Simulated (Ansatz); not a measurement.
The system is Mg.

```
CELL_PARAMETERS angstrom
3.20930 0.00000 0.00000
-1.60465 2.77934 0.00000
0.00000 0.00000 5.21030
ATOMIC_POSITIONS crystal
Mg 0.66667 0.33333 0.75000
Mg 0.33333 0.66667 0.25000
```

| Property | Result |
| --- | --- |
| Program | Ansatz 0.2.0 |
| Task | relaxation of cell and atoms |
| Functional | PBEsol |
| Dispersion | D3(BJ) |
| Potentials or basis | all-electron LAPW, scalar-relativistic |
| Basis error allowed | 0.001 eV/atom |
| k mesh | 10 × 10 × 5 |
| Occupations | fermi-dirac, width 0.05 eV |
| Spin | no spin polarisation |

At the start: volume 23.24 Å³/atom.

**Question.** Where does the relaxation end?

**Answer.** Over 6 steps the energy falls by 20.2 meV/atom and the volume is 21.40 Å³/atom (-7.9 %); space group P6_3/mmc (No. 194, to 0.05 Å).

Step by step:
```tsv
step	energy change (eV)	largest force (eV/Å)	volume (Å³)
1	0.0000	0.0000	46.47
2	-0.0376	0.0000	43.45
3	-0.0402	0.0000	42.55
4	-0.0405	0.0000	42.79
5	-0.0405	0.0000	42.80
6	-0.0405	0.0000	42.80
```

Final structure:
```cif
data_structure
_symmetry_space_group_name_H-M 'P 1'
_symmetry_Int_Tables_number 1
_cell_length_a 3.0939
_cell_length_b 3.0939
_cell_length_c 5.1634
_cell_angle_alpha 90.000
_cell_angle_beta 90.000
_cell_angle_gamma 120.000
_cell_volume 42.80
loop_
_atom_site_label
_atom_site_type_symbol
_atom_site_fract_x
_atom_site_fract_y
_atom_site_fract_z
_atom_site_occupancy
Mg1 Mg 0.66667 0.33333 0.75000 1
Mg2 Mg 0.33333 0.66667 0.25000 1
```
